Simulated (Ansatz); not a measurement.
Task: a calculation of the dielectric tensor and Born charges of ZrS2, space group P-3m1, with Ansatz 0.2.0 through its Python package. Give the script and its output. Use: PBE, PAW, the default cutoff (420 eV here), 12×12×4 k-points, fixed occupations.

```cif
data_structure
_symmetry_space_group_name_H-M 'P 1'
_symmetry_Int_Tables_number 1
_cell_length_a 3.6914
_cell_length_b 3.6914
_cell_length_c 6.0411
_cell_angle_alpha 90.000
_cell_angle_beta 90.000
_cell_angle_gamma 120.000
_cell_volume 71.29
loop_
_atom_site_label
_atom_site_type_symbol
_atom_site_fract_x
_atom_site_fract_y
_atom_site_fract_z
_atom_site_occupancy
Zr1 Zr 0.00000 0.00000 0.00000 1
S1 S 0.66667 0.33333 0.76209 1
S2 S 0.33333 0.66667 0.23791 1
```

`zrs2_eps.py`:
```python
"""Response of ZrS2 to an electric field."""

import warnings

import ansatz
import numpy as np

warnings.simplefilter("ignore", ansatz.DeckWarning)

vectors = np.array([
    [3.691383, 0.0, 0.0],
    [-1.845691, 3.196831, 0.0],
    [0.0, 0.0, 6.041077],
])
xtal = (
    ansatz.Lattice.of(vectors)
    .atom("Zr", [0.0, 0.0, 0.0])
    .atom("S", [2 / 3, 1 / 3, 0.76209])
    .atom("S", [1 / 3, 2 / 3, 0.23791])
)

# an insulator: whole occupations
calc = (
    xtal.calculation()
    .functional("pbe")
    .kpoints(12, 12, 4, center="gamma")
    .occupations("fixed")
    .dielectric()
)
outcome = calc.run()
response = outcome.dielectric
eps = np.asarray(response.eps_inf)

print(f"mean eps_inf {np.trace(eps) / 3:.3f}, fraction of exact exchange 1/eps = {3 / np.trace(eps):.3f}")
print(np.array2string(eps, precision=3, suppress_small=True))
for site, z in zip(outcome.lattice.sites, response.zstar_e):
    print(f"{site.symbol:2s} Z* trace/3 = {np.trace(z) / 3:+.3f} e")
print(f"charge neutrality missed by {response.zstar_sum_residual_pre_e:.4f} e before the sum rule")
```

```console
$ python zrs2_eps.py
mean eps_inf 8.701, fraction of exact exchange 1/eps = 0.115
[[10.637 -0.     0.   ]
 [-0.    10.637  0.   ]
 [ 0.     0.     4.828]]
Zr Z* trace/3 = +5.228 e
S  Z* trace/3 = -2.614 e
S  Z* trace/3 = -2.614 e
charge neutrality missed by 0.0021 e before the sum rule
```

What to keep in mind:
- Spin is left out of this run.
- With fixed filling the reported Fermi level is the top filled level among the k-points of the SCF.
- Averages over directions belong to no single polarisation, least of all in layered crystals.
- Pressure is positive in compression.
- The structure comes from a database of computed cells and needn't be a stable or known phase.
- This is the electronic (clamped-ion) response; a semilocal gap that is too small tends to raise it. The typed mesh is that of the SCF; the response is solved on denser meshes that the run picks.
- Wall time of the script: 2.9 min on 1 thread of Arm Neoverse V1 (shared host), peak memory 1.1 GiB.
